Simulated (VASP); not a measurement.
## LiH in VASP 6.6.1, single-point calculation

INCAR

```
ISMEAR = 0
NSW = 0
MAGMOM = -1 1
ISIF = 2
IBRION = -1
LCHARG = .FALSE.
SIGMA = 0.01
PREC = Single
LASPH = .TRUE.
ISPIN = 2
ALGO = Normal
NBANDS = 9
METAGGA = R2SCAN
LREAL = .FALSE.
EDIFF = 1E-7
BMIX = 3
ENCUT = 520
NELM = 120
LWAVE = .FALSE.
```

KPOINTS

```
KPOINTS created by Atomic Simulation Environment
0
Gamma
10 10 10
0 0 0
```

POSCAR

```
Li H
 1.0000000000000000
     0.0000000000000000    2.0230247895000000    1.9965451168999999
     2.0230247895000000    0.0000000000000000    1.9965451168999999
     2.0230247895000000    2.0230247895000000    0.0000000000000000
 Li  H
   1   1
Cartesian
  0.0000000000000000  0.0000000000000000  0.0000000000000000
  2.0230247895000000  2.0230247895000000  1.9965451168999999
```

The recommended PBE PAW datasets give the neutral cell 4 valence electrons.

Command

```
mpirun -np 1 vasp_std
```

Task: Predict the outcome of this run.

Result: It converged. Results: pressure -0.6 GPa; magnetic moment of the cell 0.00 μB.

OSZICAR

```
N       E                     dE             d eps       ncg     rms          rms(c)
DAV:   1     0.689087213926E+00    0.68909E+00   -0.15064E+03  3704   0.417E+02
DAV:   2    -0.441791182222E+01   -0.51070E+01   -0.50044E+01  5208   0.601E+01
DAV:   3    -0.450029554145E+01   -0.82384E-01   -0.82340E-01  4581   0.624E+00
DAV:   4    -0.450073255923E+01   -0.43702E-03   -0.43697E-03  5234   0.377E-01
DAV:   5    -0.450073327700E+01   -0.71777E-06   -0.71786E-06  4604   0.144E-02    0.908E+00
DAV:   6    -0.602184140377E+01   -0.15211E+01   -0.50951E+00  4292   0.978E+00    0.348E+00
DAV:   7    -0.649570101136E+01   -0.47386E+00   -0.52784E-01  4540   0.443E+00    0.255E+00
DAV:   8    -0.614611731220E+01    0.34958E+00   -0.13676E+00  4332   0.559E+00    0.145E+00
DAV:   9    -0.664119563890E+01   -0.49508E+00   -0.33030E-01  3721   0.496E+00    0.821E-01
DAV:  10    -0.679981623695E+01   -0.15862E+00   -0.43847E-02  4558   0.173E+00    0.365E-01
DAV:  11    -0.680398424985E+01   -0.41680E-02   -0.27702E-02  4045   0.103E+00    0.284E-01
DAV:  12    -0.681562471744E+01   -0.11640E-01   -0.71449E-03  3788   0.621E-01    0.106E-01
DAV:  13    -0.681629776262E+01   -0.67305E-03   -0.14283E-03  4437   0.317E-01    0.451E-02
DAV:  14    -0.681644727219E+01   -0.14951E-03   -0.55232E-04  3978   0.172E-01    0.219E-02
DAV:  15    -0.681651633156E+01   -0.69059E-04   -0.94173E-05  3990   0.694E-02    0.113E-02
DAV:  16    -0.681653205710E+01   -0.15726E-04   -0.23861E-05  3993   0.392E-02    0.587E-03
DAV:  17    -0.681653714515E+01   -0.50881E-05   -0.75845E-06  4608   0.206E-02    0.255E-03
DAV:  18    -0.681653899060E+01   -0.18454E-05   -0.29551E-06  4023   0.119E-02    0.138E-03
DAV:  19    -0.681654009111E+01   -0.11005E-05   -0.24252E-07  4194   0.411E-03    0.905E-04
DAV:  20    -0.681654060827E+01   -0.51716E-06   -0.19346E-07  4151   0.278E-03    0.253E-04
DAV:  21    -0.681654067507E+01   -0.66796E-07   -0.30191E-08  2324   0.110E-03
   1 F= -.68165407E+01 E0= -.68165407E+01  d E =0.000000E+00  mag=     0.0000
```

Standard output (part)

```
POSCAR found type information on POSCAR LiH
 POSCAR found :  2 types and       2 ions
 LDA part: xc-table for (None), standard interpolation
 POSCAR, INCAR and KPOINTS ok, starting setup
 WAVECAR not read
 entering main loop
```

For comparison, a separate r²SCAN run of the intended cell, on usual settings and not on those above, gives a gap of 3.46 eV on its mesh and a pressure of -1.0 GPa.
